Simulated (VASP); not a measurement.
# Cr (P6_3/mmc) in VASP: notebook

One crystal, Cr, is run at these levels: PBEsol; tasks: single point, relaxation of cell and atoms.

Program: VASP 6.6.1. These are calculated values, not measurements. Logs are shortened: lines on timing, memory, paths and dates and some standing lists are left out, and cuts for length are marked.

## 1. The structure

It takes space group P6_3/mmc (No. 194, hexagonal). Conventional cell: a = 2.457 Å, b = 2.457 Å, c = 4.395 Å, α = 90.00°, β = 90.00°, γ = 120.00°. Cr (site symmetry -6m2) has 12 Cr at 2.46 to 2.62 Å as nearest neighbours.

The cell was built by a generator and needn't be a form met in nature.

## 2. Single point, PBEsol

INCAR

```
ALGO = Fast ; EDIFF = 1E-6
ENCUT = 520 ; GGA = PS
ISIF = 2 ; ISMEAR = 0
LASPH = T ; LCHARG = F
LREAL = F ; LWAVE = F
NBANDS = 19 ; NELM = 100
PREC = Accurate ; SIGMA = 0.1
```

KPOINTS

```
k-points
0
Gamma
  21 21 10
```

POSCAR

```
Cr
1.0
    2.4566663936     -0.0000002760      0.0000000000
   -1.2283329578      2.1275356435      0.0000000000
    0.0000000000      0.0000000000      4.3951464950
Cr
2
Direct
    0.0000000000      0.0000000000      0.0000000000
    0.3333333333      0.6666666667      0.5000000000
```

Potentials or basis: VASP PAW PBE potentials, release 64 (Cr_pv).

Command:

```bash
$ cat potpaw_PBE.64/Cr_pv/POTCAR > POTCAR
$ mpirun -np 1 vasp_std > vasp.out
```

OUTCAR:

```text
EDIFF = 1E-6
   ENCUT = 520
   GGA = PS
   ISIF = 2
   ISMEAR = 0
   LASPH = T
   LREAL = F
   NELM = 100
   PREC = Accurate

 ion  position               nearest neighbor table
   1  0.000  0.000  0.000-   2 2.62   2 2.62   2 2.62   2 2.62   2 2.62   2 2.62
   2  0.333  0.667  0.500-   1 2.62   1 2.62   1 2.62   1 2.62   1 2.62   1 2.62

  LATTYP: Found a hexagonal cell.
 ALAT       =     2.4566663936
 C/A-ratio  =     1.7890693284

  Lattice vectors:

 A1 = (   2.4566663936,  -0.0000002760,   0.0000000000)
 A2 = (  -1.2283329578,   2.1275356435,   0.0000000000)
 A3 = (   0.0000000000,   0.0000000000,   4.3951464950)

Analysis of symmetry for initial positions (statically):
=====================================================================
 Subroutine PRICEL returns:
 Original cell was already a primitive cell.

 Routine SETGRP: Setting up the symmetry group for a
 hexagonal supercell.

 Subroutine GETGRP returns: Found 24 space group operations
 (whereof 12 operations were pure point group operations)
 out of a pool of 24 trial point group operations.

The static configuration has the point symmetry D_3h.
 The point group associated with its full space group is D_6h.

Analysis of symmetry for dynamics (positions and initial velocities):
=====================================================================
 Subroutine PRICEL returns:
 Original cell was already a primitive cell.

 Routine SETGRP: Setting up the symmetry group for a
 hexagonal supercell.

 Subroutine GETGRP returns: Found 24 space group operations
 (whereof 12 operations were pure point group operations)
 out of a pool of 24 trial point group operations.

The dynamic configuration has the point symmetry D_3h.
 The point group associated with its full space group is D_6h.

 Subroutine INISYM returns: Found 24 space group operations
 (whereof 12 operations are pure point group operations),
 and found     1 'primitive' translations

----------------------------------------------------------------------------------------

                                     Primitive cell

  volume of cell :      22.9719

  direct lattice vectors                    reciprocal lattice vectors
     2.456666394 -0.000000276  0.000000000     0.407055703  0.235013658  0.000000000
    -1.228332958  2.127535643  0.000000000     0.000000053  0.470027408  0.000000000
     0.000000000  0.000000000  4.395146495     0.000000000  0.000000000  0.227523702

  length of vectors
     2.456666394  2.456666394  4.395146495     0.470027408  0.470027408  0.227523702

  position of ions in fractional coordinates (direct lattice)
     0.000000000  0.000000000  0.000000000
     0.333333333  0.666666667  0.500000000

  ion indices of the primitive-cell ions
   primitive index   ion index
                 1           1
                 2           2

----------------------------------------------------------------------------------------

 KPOINTS: k-points

Automatic generation of k-mesh.
 Grid dimensions read from file:
 generate k-points for:   21   21   10

 Generating k-lattice:

  Cartesian coordinates                     Fractional coordinates (reciprocal lattice)
     0.019383605  0.011191127  0.000000000     0.047619048 -0.000000000  0.000000000
     0.000000003  0.022382258  0.000000000     0.000000000  0.047619048  0.000000000
     0.000000000  0.000000000  0.022752370     0.000000000  0.000000000  0.100000000

  Length of vectors
     0.022382258  0.022382258  0.022752370

  Shift w.r.t. Gamma in fractional coordinates (k-lattice)
     0.000000000  0.000000000  0.000000000

 Subroutine IBZKPT returns following result:
 ===========================================

 Found    288 irreducible k-points:

 Following reciprocal coordinates:
            Coordinates               Weight
  0.000000  0.000000  0.000000      1.000000
  0.047619  0.000000  0.000000      6.000000
  0.095238  0.000000  0.000000      6.000000
  0.142857  0.000000  0.000000      6.000000
  0.190476  0.000000  0.000000      6.000000
  0.238095  0.000000  0.000000      6.000000
[... 16 lines left out ...]
  0.142857  0.095238  0.000000     12.000000
  0.190476  0.095238  0.000000     12.000000
 [... further k-points ...]
   k-points           NKPTS =    288   k-points in BZ     NKDIM =    288   number of bands    NBANDS=     19
   number of dos      NEDOS =    301   number of ions     NIONS =      2
   total plane-waves  NPLWV =  11664
   dimension x,y,z NGX =    18 NGY =   18 NGZ =   36
   dimension x,y,z NGXF=    36 NGYF=   36 NGZF=   72
   ions per type =               2
   NGX,Y,Z   is equivalent  to a cutoff of  12.18, 12.18, 13.62 a.u.
   NGXF,Y,Z  is equivalent  to a cutoff of  24.36, 24.36, 27.23 a.u.
 SYSTEM =  unknown system
   PREC   = accura    normal or accurate (medium, high low for compatibility)
   ISTART =      0    job   : 0-new  1-cont  2-samecut
   ICHARG =      2    charge: 1-file 2-atom 10-const
   ISPIN  =      1    spin polarized calculation?
   LNONCOLLINEAR =      F non collinear calculations
   LSORBIT =      F    spin-orbit coupling
   LASPH  =      T    aspherical Exc in radial PAW
   ENCUT  =  520.0 eV  38.22 Ry    6.18 a.u.   4.57  4.57  8.17*2*pi/ulx,y,z
   NELM   =    100;   NELMIN=  2; NELMDL= -5     # of ELM steps
   EDIFF  = 0.1E-05   stopping-criterion for ELM
   LREAL  =      F    real-space projection
   EDIFFG = 0.1E-04   stopping-criterion for IOM
   NSW    =      0    number of steps for IOM
   IBRION =     -1    ionic relax: 0-MD 1-quasi-New 2-CG
   NFREE  =      0    steps in history (QN), initial steepest desc. (CG)
   ISIF   =      2    stress and relaxation
   ISYM   =      2    0-nonsym 1-usesym 2-fastsym
   POTIM  = 0.5000    time-step for ionic-motion
   TEBEG  =    0.0;   TEEND  =   0.0 temperature during run
   PSTRESS=    0.0 pullay stress
   NELECT =      24.0000    total number of electrons
   NUPDOWN=      -1.0000    fix difference up-down
   EMIN   =  10.00;   EMAX   =-10.00  energy-range for DOS
   EFERMI =   0.00;   METHOD = LEGACY
   ISMEAR =     0;   SIGMA  =   0.10  broadening in eV -4-tet -1-fermi 0-gaus
   EFERMI_NEDOS =   21; number of points for ismear=-14 and -15
   IALGO  =     68    algorithm
   IMIX   =      4    mixing-type and parameters
     AMIX     =   0.40;   BMIX     =  1.00
     AMIX_MAG =   1.60;   BMIX_MAG =  1.00
  volume/ion in A,a.u.               =      11.49        77.51
  Fermi-wavevector in a.u.,A,eV,Ry     =   1.661166  3.139149 37.544918  2.759474
  Thomas-Fermi vector in A             =   2.748277
   LORBIT       =      0    0 simple, 1 ext, 2 COOP (PROOUT), +10 PAW based schemes
   GGA     = PS    functional components
   LHFCALC =     F    Hartree Fock is set to
   AEXX    =    0.0000 exact exchange contribution
   IVDW    =     0    specifies the selected vdW correction
   LEPSILON=     F    determine dielectric tensor
   LRPA    =     F    only Hartree local field effects (RPA)
 non-spin polarized calculation
 RMM-DIIS sequential band-by-band and
 Gauss-broadening in eV      SIGMA  =   0.10
  energy-cutoff  :      520.00
  volume of cell :       22.97
 maximum number of plane-waves:       636
   NGX =  9   NGY =  9   NGZ = 17

 number of electron      23.9999994 magnetization

 Free energy of the ion-electron system (eV)
  ---------------------------------------------------
  ext. energy  EPLUGINS =         0.00000000
  ---------------------------------------------------
  free energy    TOTEN  =       -19.65528971 eV

  energy without entropy =      -19.64058830  energy(sigma->0) =      -19.64793901

 E-fermi :  10.7295     XC(G=0): -13.8449

 val. band max:       10.7275119628   @ k =   0.2857   0.2857   0.1000
 cond. band min:      10.7313395755   @ k =   0.3333  -0.0000   0.2000
 fundamental gap:      0.0038276127
 Fermi energy:        10.7295438146

 k-point     1 :       0.0000    0.0000    0.0000
  band No.  band energies     occupation
      1     -32.4216      2.00000
      2     -31.6609      2.00000
      3     -31.4925      2.00000
      4     -31.4925      2.00000
      5     -31.4206      2.00000
      6     -31.4206      2.00000
[... 11 lines left out ...]
     18      13.0143      0.00000
     19      19.2287      0.00000

 k-point     2 :       0.0476    0.0000    0.0000
  band No.  band energies     occupation
      1     -32.4144      2.00000
      2     -31.6615      2.00000
      3     -31.5140      2.00000
      4     -31.4983      2.00000
      5     -31.4426      2.00000
      6     -31.4245      2.00000
[... 11 lines left out ...]
     18      13.2981      0.00000
     19      19.2252      0.00000

 k-point     3 :       0.0952    0.0000    0.0000
  band No.  band energies     occupation
      1     -32.3935      2.00000
      2     -31.6635      2.00000
      3     -31.5768      2.00000
      4     -31.5152      2.00000
      5     -31.5063      2.00000
      6     -31.4359      2.00000
[... 11 lines left out ...]
     18      13.9562      0.00000
     19      19.2243      0.00000

 k-point     4 :       0.1429    0.0000    0.0000
  band No.  band energies     occupation
      1     -32.3599      2.00000
      2     -31.6751      2.00000
      3     -31.6674      2.00000
      4     -31.6048      2.00000
      5     -31.5412      2.00000
      6     -31.4541      2.00000
[... 407 lines left out ...]
     18      15.2188      0.00000
     19      19.2371      0.00000

 k-point    23 :       0.1429    0.0952    0.0000
  band No.  band energies     occupation
      1     -32.2974      2.00000
      2     -31.8244      2.00000
      3     -31.7858      2.00000
      4     -31.6769      2.00000
      5     -31.5836      2.00000
      6     -31.5069      2.00000
[... 11 lines left out ...]
     18      16.0780      0.00000
     19      19.2718      0.00000

 k-point    24 :       0.1905    0.0952    0.0000
  band No.  band energies     occupation
      1     -32.2463      2.00000
      2     -31.9525      2.00000
      3     -31.9040      2.00000
      4     -31.6871      2.00000
      5     -31.6278      2.00000
      6     -31.5401      2.00000
[... 11 lines left out ...]
     18      17.0165      0.00000
     19      19.3452      0.00000

 [... further k-points ...]

------------------------ aborting loop because EDIFF is reached ----------------------------------------

  FORCE on cell =-STRESS in cart. coord.  units (eV):
  Direction    XX          YY          ZZ          XY          YZ          ZX
  --------------------------------------------------------------------------------------
  -------------------------------------------------------------------------------------
  Total       -0.0609180     -0.0609180     -0.0712282      0.0000000     -0.0000000      0.0000000
  in kB       -4.2487394     -4.2487394     -4.9678225      0.0000000     -0.0000000      0.0000000
  external PRESSURE =      -4.4884337 kB  Pullay stress =       0.0000000 kB

 VOLUME and BASIS-vectors are now :
 -----------------------------------------------------------------------------
  energy-cutoff  :      520.00
  volume of cell :       22.97
      direct lattice vectors                 reciprocal lattice vectors
     2.456666394 -0.000000276  0.000000000     0.407055703  0.235013658  0.000000000
    -1.228332958  2.127535643  0.000000000     0.000000053  0.470027408  0.000000000
     0.000000000  0.000000000  4.395146495     0.000000000  0.000000000  0.227523702

 POSITION                                       TOTAL-FORCE (eV/Angst)
 -----------------------------------------------------------------------------------
      0.00000      0.00000      0.00000        -0.000000     -0.000000      0.000000
      0.00000      1.41836      2.19757         0.000000      0.000000      0.000000
 -----------------------------------------------------------------------------------
    total drift:                                0.000000     -0.000000     -0.000000

  FREE ENERGIE OF THE ION-ELECTRON SYSTEM (eV)
  ---------------------------------------------------
  free  energy   TOTEN  =       -19.6552897116 eV

  energy  without entropy=      -19.6405883036  energy(sigma->0) =      -19.64793901
```

Wall time 73 s (1 thread of AMD EPYC 9R45 (Zen 5), shared host); peak memory 0.18 GiB.

What came out:

```
Free energy            : -19.6553 eV
Pressure               : -0.4 GPa
Band gap on the k mesh : none (metal or under the smearing width)
```

Levels at points of the mesh, in eV from the Fermi level:
| k point | band 8 | band 9 | band 10 | band 11 | band 12 | band 13 | band 14 | band 15 | band 16 | band 17 |
| --- | --- | --- | --- | --- | --- | --- | --- | --- | --- | --- |
| (0.00, 0.00, 0.00) | -4.20 | -1.27 | -0.38 | -0.38 | -0.21 | -0.03 | -0.03 | 1.11 | 1.11 | 2.28 |
| (0.00, 0.00, 0.50) | -5.72 | -1.67 | -1.67 | -0.35 | -0.35 | -0.35 | -0.35 | 1.87 | 1.87 | 1.87 |

Caveat: the PAW data sets were made with another functional, which shifts forces and pressure a little; the run has no spin polarisation, though such a crystal can be magnetic. Spin polarisation is off, so any magnetic state and its effect on volume and gap are missing.

[end of part 1 of 2]
